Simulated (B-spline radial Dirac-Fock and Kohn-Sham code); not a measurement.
# The H-like isoelectronic sequence (1 electrons), Z = 28 to 37

Calculated with a radial finite-basis atomic code, using ΔSCF Dirac-Fock with Breit, self-energy and vacuum polarisation, finite nucleus, configuration average. Binding energies in eV, tabulated ground configurations (1s1 throughout). Correlation and solid-state effects are left out.

| ion | outermost level | NIST ionisation energy |
| --- | --- | --- |
| Ni²⁷⁺ | 10775.5 (1s) | 10775.39 |
| Cu²⁸⁺ | 11567.7 (1s) | 11567.62 |
| Zn²⁹⁺ | 12389.0 (1s) | 12388.94 |
| Ga³⁰⁺ | ? | ? |
| Ge³¹⁺ | 14119.5 (1s) | 14119.45 |
| As³²⁺ | 15029.0 (1s) | 15028.93 |
| Se³³⁺ | 15968.2 (1s) | 15968.11 |
| Br³⁴⁺ | 16937.3 (1s) | 16937.15 |
| Kr³⁵⁺ | 17936.3 (1s) | 17936.24 |
| Rb³⁶⁺ | 18965.7 (1s) | 18965.55 |

Question: Fill in the row of Ga³⁰⁺.

Answer: outermost 13239.6 (1s), NIST 13239.5 eV.

NIST's values are for the lowest levels; a dash marks a value that is missing or belongs to another shell. Their kind here: theoretical.
